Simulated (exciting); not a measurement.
# HgTe (Coloradoite) (F-43m) in exciting: equation of state, part 2 of 2

exciting (release sodium). Earlier steps stand in the parts before.

## (5) Equation of state, PBEsol, 33.22 Å³/atom

input.xml reads:

```xml
<input>
  <title>HgTe</title>
  <structure speciespath="./" tshift="false">
    <crystal scale="1">
      <basevect>0.000000000000 6.074524627610 6.074524627610</basevect>
      <basevect>6.074524627610 0.000000000000 6.074524627610</basevect>
      <basevect>6.074524627610 6.074524627610 0.000000000000</basevect>
    </crystal>
    <species speciesfile="Hg.xml" rmt="2.3">
      <atom coord="0.000000000000 0.000000000000 0.000000000000"/>
    </species>
    <species speciesfile="Te.xml" rmt="2.3">
      <atom coord="0.750000000000 0.750000000000 0.750000000000"/>
    </species>
  </structure>
  <groundstate do="fromscratch" ngridk="7 7 7" rgkmax="9" gmaxvr="14" lmaxapw="10" lmaxmat="10" lmaxvr="8" xctype="GGA_PBE_SOL" stype="Fermi Dirac" swidth="0.00183747" nempty="10" ValenceRelativity="iora*" epsengy="1e-05" epspot="1e-05" maxscl="60" outputlevel="normal"/>
</input>
```

Potentials or basis: all-electron LAPW+lo, shipped species files, valence relativity iora*.

On the command line:

```console
$ OMP_NUM_THREADS=1 exciting_smp
```

INFO.OUT:

```text
================================================================================
EXCITING SODIUM started
[... 10 lines left out ...]

 Lattice vectors (cartesian) :
      0.0000000000      6.0745246276      6.0745246276
      6.0745246276      0.0000000000      6.0745246276
      6.0745246276      6.0745246276      0.0000000000

 Reciprocal lattice vectors (cartesian) :
     -0.5171750624      0.5171750624      0.5171750624
      0.5171750624     -0.5171750624      0.5171750624
      0.5171750624      0.5171750624     -0.5171750624

 Unit cell volume                           :     448.2980884958
 Brillouin zone volume                      :       0.5533153493

 Species :    1 (Hg)
     parameters loaded from                 :    Hg.xml
     name                                   :    mercury
     nuclear charge                         :     -80.00000000
     electronic charge                      :      80.00000000
     atomic mass                            :  365653.20120000
     muffin-tin radius                      :       2.30000000
     # of radial points in muffin-tin       :     450

     atomic positions (lattice) :
       1 :   0.00000000  0.00000000  0.00000000

 Species :    2 (Te)
     parameters loaded from                 :    Te.xml
     name                                   :    tellurium
     nuclear charge                         :     -52.00000000
     electronic charge                      :      52.00000000
     atomic mass                            :  232600.57070000
     muffin-tin radius                      :       2.30000000
     # of radial points in muffin-tin       :     400

     atomic positions (lattice) :
       1 :   0.75000000  0.75000000  0.75000000

 Total number of atoms per unit cell        :       2

 Spin treatment                             :    spin-unpolarised

 Number of Bravais lattice symmetries       :      48
 Number of crystal symmetries               :      24

 k-point grid                               :       7    7    7
 Total number of k-points                   :      30
 k-point set is reduced with crystal symmetries

 R^MT_min * |G+k|_max (rgkmax)              :       9.00000000
 Species with R^MT_min                      :       1 (Hg)
 Maximum |G+k| for APW functions            :       3.91304348
 Maximum |G| for potential and density      :      14.00000000

 G-vector grid sizes                        :      40    40    40
 Total number of G-vectors                  :   20827

 Maximum angular momentum used for
     APW functions                          :      10
     computing H and O matrix elements      :      10
     potential and density                  :       8
     inner part of muffin-tin               :       2

 Total nuclear charge                       :    -132.00000000
 Total electronic charge                    :     132.00000000
 Total core charge                          :      98.00000000
 Total valence charge                       :      34.00000000

 Number of empty states                     :      10
 Total number of valence states             :      28

 Maximum Hamiltonian size                   :     491
 Maximum number of plane-waves              :     465
 Total number of local-orbitals             :      26

 Exchange-correlation type                  :      22
     PBEsol, Phys. Rev. Lett. 100, 136406 (2008)
     Generalised gradient approximation (GGA)

 Smearing scheme                            :    Fermi-Dirac
 Smearing width                             :       0.00183747

 Using multisecant Broyden potential mixing
[... 6 lines left out ...]
* Groundstate module started                                                   *
********************************************************************************
 Output level for this task is set to normal

++++++++++++++++++++++++++++++++++++++++++++++++++++++++++++++++++++++++++++++++
[... 5 lines left out ...]
+ SCF iteration number :    1                                                  +
++++++++++++++++++++++++++++++++++++++++++++++++++++++++++++++++++++++++++++++++
 Total energy                               :    -26435.86660887
 _______________________________________________________________
 Fermi energy                               :         0.18161846
 Kinetic energy                             :     29875.49151000
 Coulomb energy                             :    -55769.99936033
 Exchange energy                            :      -532.67608679
 Correlation energy                         :        -8.68267174

 DOS at Fermi energy (states/Ha/cell)       :         2.26774075

 Electron charges :
     core                                   :        98.00000000
     core leakage                           :         0.00338510
     valence                                :        34.00000000
     interstitial                           :         5.40555946
     charge in muffin-tin spheres :
                  atom     1    Hg          :        77.48166770
                  atom     2    Te          :        49.11277284
     total charge in muffin-tins            :       126.59444054
     total charge                           :       132.00000000

++++++++++++++++++++++++++++++++++++++++++++++++++++++++++++++++++++++++++++++++
+ SCF iteration number :    2                                                  +
++++++++++++++++++++++++++++++++++++++++++++++++++++++++++++++++++++++++++++++++
 Total energy                               :    -26446.00205328
 _______________________________________________________________
 Fermi energy                               :         0.17893856
 Kinetic energy                             :     29868.79582841
 Coulomb energy                             :    -55773.28399922
 Exchange energy                            :      -532.82886754
 Correlation energy                         :        -8.68501494

 DOS at Fermi energy (states/Ha/cell)       :         2.26709118

 Electron charges :
     core                                   :        98.00000000
     core leakage                           :         0.00335230
     valence                                :        34.00000000
     interstitial                           :         5.34989882
     charge in muffin-tin spheres :
                  atom     1    Hg          :        77.59245503
                  atom     2    Te          :        49.05764615
     total charge in muffin-tins            :       126.65010118
     total charge                           :       132.00000000
[... 309 lines left out ...]
 RMS change in effective potential (target) :  0.478515E-08  ( 0.100000E-04)
 Absolute change in total energy   (target) :  0.410325E-05  ( 0.100000E-04)
 Charge distance                   (target) :  0.132453E-08  ( 0.100000E-04)

++++++++++++++++++++++++++++++++++++++++++++++++++++++++++++++++++++++++++++++++
+ SCF iteration number :   14                                                  +
++++++++++++++++++++++++++++++++++++++++++++++++++++++++++++++++++++++++++++++++
 Total energy                               :    -26450.49029978
 _______________________________________________________________
 Fermi energy                               :         0.17290044
 Kinetic energy                             :     29865.09876376
 Coulomb energy                             :    -55774.01909748
 Exchange energy                            :      -532.88395232
 Correlation energy                         :        -8.68601374

 DOS at Fermi energy (states/Ha/cell)       :         2.26571279

 Electron charges :
     core                                   :        98.00000000
     core leakage                           :         0.00332370
     valence                                :        34.00000000
     interstitial                           :         5.32415229
     charge in muffin-tin spheres :
                  atom     1    Hg          :        77.64392327
                  atom     2    Te          :        49.03192444
     total charge in muffin-tins            :       126.67584771
     total charge                           :       132.00000000

 RMS change in effective potential (target) :  0.375180E-09  ( 0.100000E-04)
 Absolute change in total energy   (target) :  0.108222E-05  ( 0.100000E-04)
 Charge distance                   (target) :  0.224373E-09  ( 0.100000E-04)

++++++++++++++++++++++++++++++++++++++++++++++++++++++++++++++++++++++++++++++++
| Convergency criteria checked for the last 2 iterations                       +
| Convergence targets achieved. Performing final SCF iteration                 +
++++++++++++++++++++++++++++++++++++++++++++++++++++++++++++++++++++++++++++++++
 Total energy                               :    -26450.49029976
 _______________________________________________________________
 Fermi energy                               :         0.17290044
 Kinetic energy                             :     29865.09876378
 Coulomb energy                             :    -55774.01909748
 Exchange energy                            :      -532.88395232
 Correlation energy                         :        -8.68601374

 DOS at Fermi energy (states/Ha/cell)       :         2.26571279

 Electron charges :
     core                                   :        98.00000000
     core leakage                           :         0.00332370
     valence                                :        34.00000000
     interstitial                           :         5.32415229
     charge in muffin-tin spheres :
                  atom     1    Hg          :        77.64392327
                  atom     2    Te          :        49.03192444
     total charge in muffin-tins            :       126.67584771
     total charge                           :       132.00000000

++++++++++++++++++++++++++++++++++++++++++++++++++++++++++++++++++++++++++++++++
[... 9 lines left out ...]
| EXCITING SODIUM stopped                                                      =
================================================================================
```

Wall time 72 s (1 thread of Intel Xeon 6975P-C (Granite Rapids), shared host); peak memory 0.16 GiB.

What came out:

```
Free energy                                       : -719754.5086 eV
Band gap on the k mesh                            : none (metal or under the smearing width)
All electrons inside the program's atomic spheres : Hg 77.64; Te 49.03 (radii Hg 2.3, Te 2.3 bohr)
```

## (6) Equation of state, PBEsol, 33.88 Å³/atom (volume scaled by 1.02)

input.xml: that of step 5 with these lines changed.

```diff
@@ -4,5 +4,5 @@
     <crystal scale="1">
-      <basevect>0.000000000000 6.074524627610 6.074524627610</basevect>
-      <basevect>6.074524627610 0.000000000000 6.074524627610</basevect>
-      <basevect>6.074524627610 6.074524627610 0.000000000000</basevect>
+      <basevect>0.000000000000 6.114754439970 6.114754439970</basevect>
+      <basevect>6.114754439970 0.000000000000 6.114754439970</basevect>
+      <basevect>6.114754439970 6.114754439970 0.000000000000</basevect>
     </crystal>
```

Potentials or basis: all-electron LAPW+lo, shipped species files, valence relativity iora*.

On the command line:

```console
$ OMP_NUM_THREADS=1 exciting_smp
```

It took 89 s on 1 thread of Intel Xeon 6975P-C (Granite Rapids), shared host; peak memory 0.16 GiB.

The run converged. Its results:

- Free energy: -719754.5196 eV
- Band gap on the k mesh: none (metal or under the smearing width)
- All electrons inside the program's atomic spheres: Hg 77.64; Te 49.02 (radii Hg 2.3, Te 2.3 bohr)

## (7) Equation of state, PBEsol, 34.54 Å³/atom (volume scaled by 1.04)

input.xml: that of step 6 with these lines changed.

```diff
@@ -4,5 +4,5 @@
     <crystal scale="1">
-      <basevect>0.000000000000 6.114754439970 6.114754439970</basevect>
-      <basevect>6.114754439970 0.000000000000 6.114754439970</basevect>
-      <basevect>6.114754439970 6.114754439970 0.000000000000</basevect>
+      <basevect>0.000000000000 6.154461750238 6.154461750238</basevect>
+      <basevect>6.154461750238 0.000000000000 6.154461750238</basevect>
+      <basevect>6.154461750238 6.154461750238 0.000000000000</basevect>
     </crystal>
```

On the command line:

```console
$ OMP_NUM_THREADS=1 exciting_smp
```

It took 73 s on 1 thread of Intel Xeon 6975P-C (Granite Rapids), shared host; peak memory 0.16 GiB.

It converged, with:

| Item | Value |
| --- | --- |
| Free energy | -719754.5229 eV |
| Band gap on the k mesh | none (metal or under the smearing width) |
| All electrons inside the program's atomic spheres | Hg 77.63; Te 49.01 (radii Hg 2.3, Te 2.3 bohr) |

## (8) Equation of state, PBEsol, 35.21 Å³/atom (volume scaled by 1.06)

input.xml: that of step 7 with these lines changed.

```diff
@@ -4,5 +4,5 @@
     <crystal scale="1">
-      <basevect>0.000000000000 6.154461750238 6.154461750238</basevect>
-      <basevect>6.154461750238 0.000000000000 6.154461750238</basevect>
-      <basevect>6.154461750238 6.154461750238 0.000000000000</basevect>
+      <basevect>0.000000000000 6.193663200475 6.193663200475</basevect>
+      <basevect>6.193663200475 0.000000000000 6.193663200475</basevect>
+      <basevect>6.193663200475 6.193663200475 0.000000000000</basevect>
     </crystal>
```

On the command line:

```console
$ OMP_NUM_THREADS=1 exciting_smp
```

Wall time 89 s (1 thread of Intel Xeon 6975P-C (Granite Rapids), shared host); peak memory 0.16 GiB.

The run converged. Its results:

```yaml
Free_energy: -719754.5206 eV
Band_gap_on_the_k_mesh: none (metal or under the smearing width)
All_electrons_inside_the_program's_atomic_spheres: Hg 77.62; Te 49.01 (radii Hg 2.3, Te 2.3 bohr)
```

## (9) Equation of state, PBEsol

Potentials or basis: all-electron LAPW+lo, shipped species files, valence relativity iora*.

No new run: the results of the series are fitted here.

What came out:

- Equilibrium volume: 34.58 Å³/atom
- Bulk modulus: 42 GPa
- Pressure derivative of the bulk modulus: 4.8 (rough: it moves with the points fitted)

Energy against volume, from the lowest point:
```csv
volume (Å³/atom),energy (meV/atom)
31.223,51.14
31.887,31.69
32.551,17.06
33.215,7.12
33.880,1.63
34.544,0.00
35.208,1.13
```

## (10) Comparison with measurements

Step 9. A measured bulk modulus of HgTe is 43 GPa (a printed reference work, monograph); the calculated 42 GPa misses it by -3.3 %. The fit is for a static lattice scaled at fixed shape and fixed fractional positions.
